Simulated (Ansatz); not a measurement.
## LiF (zincblende): gap against strain (epitaxial in the xy plane)

Zincblende LiF, relaxed with r2SCAN in the plane-wave code Ansatz, then strained (epitaxial in the xy plane; changes of length per length, axes as in the cell below) with the atoms relaxed again within the symmetry that is left. The symmetry is F-43m (No. 216, cubic); a = 4.289 Å in the conventional setting, 9.86 Å³ an atom. Li is surrounded by 4 F at 1.86 Å; F is surrounded by 4 Li at 1.86 Å. Spin-unpolarised throughout. Whether this structure exists isn't addressed.

```
Li F
1.0
     0.00000    2.14461    2.14461
     2.14461    0.00000    2.14461
     2.14461    2.14461    0.00000
Li F
1 1
Direct
  0.00000 0.00000 0.00000
  0.25000 0.25000 0.25000
```

Gaps are the least over each mesh (PBE 10×10×10, r2SCAN 10×10×10, HSE06 8×8×8 when unstrained) and the special points, which keep their unstrained names; stress is the change from the unstrained cell, compression positive.

| strain (%) | free normal strain (%) | gap, PBE (eV) | gap, r2SCAN (eV) | gap, HSE06 (eV) | edges, HSE06 | in-plane stress, r2SCAN (GPa) | energy rise, r2SCAN (meV/atom) |
| --- | --- | --- | --- | --- | --- | --- | --- |
| -4.88 | +6.36 | 8.043 | 8.786 | 10.241 | Γ–K (0.19) → Γ | +3.24 | 9.0 |
| -2.04 | +2.88 | 7.967 | 8.703 | 10.153 | Γ | +1.09 | 1.4 |
| -0.65 | +1.00 | 7.937 | 8.671 | 10.119 | Γ | +0.29 | 0.1 |
| -0.47 | +0.74 | 7.933 | 8.668 | 10.115 | Γ | +0.20 | 0.1 |
| 0.0 | 0.00 | 7.930 | 8.663 | 10.111 | Γ | 0.00 | 0.0 |
| +1.5 | -2.24 | 7.850 | 8.583 | 10.027 | Γ | -0.65 | 0.6 |

Question: Estimate the row for a strain of +0.37 %.

Answer:

| strain (%) | free normal strain (%) | gap, PBE (eV) | gap, r2SCAN (eV) | gap, HSE06 (eV) | edges, HSE06 | in-plane stress, r2SCAN (GPa) | energy rise, r2SCAN (meV/atom) |
| --- | --- | --- | --- | --- | --- | --- | --- |
| +0.37 | -0.48 | 7.906 | 8.639 | 10.086 | Γ | -0.20 | 0.0 |

Between zero and the nearest strains the slope of the HSE06 gap against strain is -0.010 eV per percent for negative and -0.068 for positive strain.

Where an edge lies off the special points, it is a point of the mesh or the k point where a search put PBE's edge or least direct gap, reused for the other functionals, whose own edges may lie a little apart.

The meshes of the hybrids are coarse, so their gaps aren't converged to the digits shown.
